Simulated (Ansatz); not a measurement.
Set up this calculation in Ansatz 0.2.0, as the native input.

```yaml
Task: relaxation of cell and atoms
Functional: PBE
Potentials_or_basis: Ansatz PAW
Cutoff: "420 eV (not typed: the program's choice for these potentials)"
k_mesh: 10 × 10 × 10
Occupations: fermi-dirac, width 0.05 eV
Spin: no spin polarisation
Target_pressure: 30 GPa
Target_pressure_GPa: 30
```

The system is TiO2 (Anatase).

```
Ti O
1.0
    -1.89210    1.89210    4.75730
     1.89210   -1.89210    4.75730
     1.89210    1.89210   -4.75730
Ti O
2 4
Direct
  0.75000 0.25000 0.50000
  0.00000 0.00000 0.00000
  0.79190 0.79190 0.00000
  0.54190 0.04190 0.50000
  0.95810 0.45810 0.50000
  0.20810 0.20810 0.00000
```

The input as run:

input.yaml

```yaml
crystal:
  lattice:
    - [-1.8921, 1.8921, 4.7573]
    - [1.8921, -1.8921, 4.7573]
    - [1.8921, 1.8921, -4.7573]
  atoms:
    - { symbol: Ti, position: [0.75, 0.25, 0.5] }
    - { symbol: Ti, position: [0.0, 0.0, 0.0] }
    - { symbol: O, position: [0.7919, 0.7919, 0.0] }
    - { symbol: O, position: [0.5419, 0.0419, 0.5] }
    - { symbol: O, position: [0.9581, 0.4581, 0.5] }
    - { symbol: O, position: [0.2081, 0.2081, 0.0] }
hamiltonian:
  xc: pbe
  pseudopotentials: { kind: paw }
kpoints:
  mp_grid: { grid: [10, 10, 10] }
scf:
  occupations: { method: fermi_dirac, width: 0.05 }
output:
  forces: true
  stress: true
  eigenvalues: true
relax:
  f_tol: 0.01
  max_steps: 40
  cell: { stress_tol: 0.05, p_target: 30.0 }
```

Potentials or basis: Ansatz PAW.

Launch:

```sh
$ ansatz run input.yaml --threads 2 --pin off --max-ram 5632MiB --backend cpu --events-out ev --progress --plain --runs-dir out
```

It gave:

The relaxed volume is 10.05 Å³/atom and the relaxed cell is a = 5.063 Å, b = 5.063 Å, c = 5.063 Å, α = 136.68°, β = 136.68°, γ = 62.94°. The space group after relaxing (to 0.05 Å) is I4_1/amd (No. 141) and the energy change on relaxing (the enthalpy is what falls) is +135.1 meV/atom. The ionic steps are 9. The pressure after relaxing is 30.0 GPa and the band gap on the k mesh is 1.83 eV, indirect (least direct gap 2.47 eV).

Caveat: the plane-wave basis is chosen anew once the cell has moved, so the energies of steps on either side of that aren't comparable; the pressure holds a Pulay correction of +0.8 GPa for the finite cutoff.

Wall time 55 s on 2 threads of Arm Neoverse V2, on a shared host, peak memory 0.35 GiB.
